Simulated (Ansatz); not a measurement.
Bi2Se3 (Paraguanajuatite):

```
Bi Se
1.0
     2.07150    1.19598    9.54533
    -2.07150    1.19598    9.54533
     0.00000   -2.39196    9.54533
Bi Se
2 3
Direct
  0.59920 0.59920 0.59920
  0.40080 0.40080 0.40080
  0.78830 0.78830 0.78830
  0.21170 0.21170 0.21170
  0.00000 0.00000 0.00000
```

```yaml
Program: Ansatz 0.2.0
Task: relaxation of cell and atoms
Functional: LDA
Potentials_or_basis: Ansatz PAW
Cutoff: "420 eV (not typed: the program's choice for these potentials)"
k_mesh: 8 × 8 × 8
Occupations: fermi-dirac, width 0.05 eV
Spin: no spin polarisation
```

At the start: volume 28.38 Å³/atom.

Problem. Where does the relaxation end?

Solution. It ends after 7 steps and the volume is 27.13 Å³/atom (-4.4 %); space group R-3m (No. 166, to 0.05 Å).

Step by step:
```
step  energy change (eV)  largest force (eV/Å)  volume (Å³)
   1              0.0000                0.1175       141.89
   2             -0.0107                0.1664       133.54
   3             -0.0353                0.0247       136.20
   4             -0.0365                0.0177       135.94
   5             -0.0367                0.0237       135.73
   6             -0.0368                0.0032       135.64
   7             -0.0356                0.0033       135.64
```

Final structure:
```yaml
crystal:
  lattice:
    - [2.05231, 1.18490, 9.29622]
    - [-2.05231, 1.18490, 9.29622]
    - [0.00000, -2.36980, 9.29622]
  atoms:
    - { symbol: Bi, position: [0.59864, 0.59864, 0.59864] }
    - { symbol: Bi, position: [0.40136, 0.40136, 0.40136] }
    - { symbol: Se, position: [0.79074, 0.79074, 0.79074] }
    - { symbol: Se, position: [0.20926, 0.20926, 0.20926] }
    - { symbol: Se, position: [0.00000, 0.00000, 0.00000] }
```

Caveat: the plane-wave basis is chosen anew once the cell has moved, so the energies of steps on either side of that aren't comparable; the PAW data sets come from PBE, with cores solved anew for the run's functional, which leaves a small shift of forces and pressure.
